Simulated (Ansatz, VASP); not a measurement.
Given: the input of a run of VASP 6.6.1 on Sc.

INCAR

```
PREC = Accurate
ENCUT = 520
EDIFF = 1E-7
ISMEAR = -1
SIGMA = 0.05
LREAL = F
LASPH = T
NELM = 60
ALGO = Normal
ISIF = 2
LWAVE = F
LCHARG = F
GGA = PE
NBANDS = 12
```

The input KPOINTS:

```
regular mesh
0
Gamma
  10 10 10
```

POSCAR

```
Sc
1.0
   -1.9424347671      1.9424347671      1.7402056315
    1.9424347671     -1.9424347671      1.7402056315
    1.9424347671      1.9424347671     -1.7402056315
Sc
1
Direct
    0.0000000000      0.0000000000      0.0000000000
```

Potentials or basis: VASP PAW PBE potentials, release 64 (Sc_sv).

The run is started by

```console
$ cat potpaw_PBE.64/Sc_sv/POTCAR > POTCAR
$ mpirun -np 1 vasp_std > vasp.out
```

Q: Translate it to Ansatz 0.2.0. Potentials there: Ansatz PAW.

A: As run (the cutoff follows the program's own potentials):

File input.yaml:

```yaml
crystal:
  lattice:
    - [-1.9424347671, 1.9424347671, 1.7402056315]
    - [1.9424347671, -1.9424347671, 1.7402056315]
    - [1.9424347671, 1.9424347671, -1.7402056315]
  atoms:
    - { symbol: Sc, position: [0.0, 0.0, 0.0] }
hamiltonian:
  xc: pbe
  pseudopotentials: { kind: paw }
kpoints:
  mp_grid: { grid: [10, 10, 10] }
scf:
  occupations: { method: fermi_dirac, width: 0.05 }
output:
  forces: true
  stress: true
  eigenvalues: true
```

Potentials or basis: Ansatz PAW.

Run with:

```bash
$ ansatz run input.yaml --threads 1 --pin off --max-ram 3584MiB --backend cpu --events-out ev --progress --plain --runs-dir out
```

Both were run:

|  | VASP | Ansatz | Ansatz less VASP |
| --- | --- | --- | --- |
| gap on the k mesh at the Fermi level (eV) | none | none | - |
| pressure (GPa) | -2.6 | -2.6 | -0.02 |
| largest component of the traceless stress (GPa) | 0.68 | 0.69 | +0.004 |

A gap of «none» marks a metal or a gap that the smearing closes.
